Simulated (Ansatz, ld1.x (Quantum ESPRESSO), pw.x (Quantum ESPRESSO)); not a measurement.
## tin: does the RRKJ potential hold in the solid?

```
Element                 : tin (Sn)
Generator               : ld1.x (Quantum ESPRESSO) 7.5
Type                    : norm-conserving RRKJ (Kleinman–Bylander form)
Functional              : PBE
Relativity              : scalar-relativistic
Frozen core             : [Kr]
Valence charge          : 14
Reference configuration : 4d10 5s2 5p2
Partial waves           : 5p (bound): rc 2.65 bohr; 4d (bound): rc 1.20 bohr; 5s (bound): rc 2.10 bohr
Local potential         : the s channel
Core correction         : Bessel-smoothed model core inside 1.25 bohr
rho0                    : 0.01
```

Atomic tests: cutoffs needed: 90 Ry and 140 Ry (the cutoffs (Ry, on a coarse ladder) from which the occupation-weighted sum of valence levels, in a spherical-Bessel basis at the reference potential, stays within 10 and 1 mRy of its value at 400 Ry); ghost test: no extra level below or beside the all-electron valence levels (p, d, s, f tested) (spherical-Bessel basis up to 400 Ry, 20 bohr box); largest excitation error: -432 meV (all-electron minus pseudo) for 4d9 5s2 5p3, out of 7 test configurations.

Crystal test: fcc Sn in pw.x 7.5, no spin, 12³ k-points, Fermi–Dirac smearing 0.01 Ry, cutoffs 170/680 Ry. The reference is all-electron LAPW (Ansatz 0.2.0) with the same functional, mesh and smearing; V0 and B0 come from Birch–Murnaghan fits to the pressures at five volumes. Errors are pseudo minus all-electron; Δ is the rms difference of the E(V) curves that follow from these fits, minima aligned, over ±6 % about the mean V0. Mesh and smearing are coarse, so the numbers serve the comparison and aren't converged zero-temperature values; the lattice is a test structure that the element need not adopt.

| V (Å³/atom) | P all-electron (GPa) | P pseudo (GPa) |
| --- | --- | --- |
| 26.589 | 2.74 | 4.18 |
| 27.288 | 1.28 | 2.57 |
| 27.988 | 0.02 | 1.18 |
| 28.688 | -1.06 | -0.02 |
| 29.387 | -1.99 | -1.05 |

All-electron: a0 = 4.820 Å (V0 = 28.00 Å³/atom), B0 = 46.5 GPa.

Pseudopotential: mean pressure error (GPa): +1.17; a0 (Å): 4.859; a0 error (%): +0.80; B0 error (%): -1.6; Δ (meV/atom): 6.8. This is a poor potential for the solid.

**Question.** At the middle volume, how do free energy and pressure move when the wave cutoff is lowered (ecutrho kept at four times it)?

**Answer.**

```
cutoff (Ry)  shift of F (meV/atom)  shift of P (GPa)
         76                 +355.8            -19.40
        102                  +27.3             +0.00
        136                   +2.7             +0.04
```

The run at the middle volume (72 k-points, 7 iterations) took about 86 s on one core of a shared host (Neoverse-V2, 32 threads, 247 GiB, load 12).
